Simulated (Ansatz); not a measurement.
CO2:

```
O C
1.0
    -1.97473    1.97473    3.01406
     1.97473   -1.97473    3.01406
     1.97473    1.97473   -3.01406
O C
4 2
Cartesian
  1.3223 0.9874 3.7676
  0.6525 0.9874 0.7535
  2.9621 0.6525 -0.7535
  -0.9874 1.3223 2.2605
  0.0000 0.0000 0.0000
  0.0000 1.9747 1.5070
```

The cell comes from a database or a generator and needn't be the stable form of this composition.

| Property | Result |
| --- | --- |
| Program | Ansatz 0.2.0 |
| Task | single point |
| Functional | PBEsol |
| Potentials or basis | Ansatz PAW |
| Cutoff | 420 eV (not typed: the program's choice for these potentials) |
| k mesh | 9 × 9 × 9 |
| Occupations | fermi-dirac, width 0.05 eV |
| Spin | no spin polarisation |

On this cell: pressure -6.6 GPa; largest force 0.214 eV/Å; band gap on the k mesh 7.59 eV, indirect (least direct gap 8.05 eV).

The same run follows on a disturbed copy (atoms moved at random, drawn with an rms of 0.05 Å):

```
O C
1.0
    -1.97473    1.97473    3.01406
     1.97473   -1.97473    3.01406
     1.97473    1.97473   -3.01406
O C
4 2
Direct
  0.88054 0.97488 0.58712
  0.37704 0.29369 0.41978
  0.04505 0.62253 0.91223
  0.69713 0.12298 0.09225
  0.01305 0.00567 0.00484
  0.73942 0.25409 0.49068
```

What changes?

The energy moves by +42.3 meV/atom; pressure -4.2 GPa; largest force 3.229 eV/Å; band gap on the k mesh 7.21 eV, indirect (least direct gap 7.48 eV).

Forces on the atoms (eV/Å):
```
O    0.247  1.424 -1.768
O    0.431 -0.737 -0.680
O    1.419 -0.904  0.957
O   -2.211 -0.569  2.283
C   -0.120 -0.890 -0.979
C    0.234  1.676  0.186
```

Stress tensor (GPa, compression positive):
```
-3.44  2.55  0.39
 2.55 -3.51 -0.48
 0.39 -0.48 -5.55
```

Caveats: odd divisions of the mesh miss points on the zone boundary, where band edges often lie, so the gap on the mesh can be too wide; the PAW data sets come from PBE, with cores solved anew for the run's functional, which leaves a small shift of forces and pressure.

A k mesh can miss the band edges.
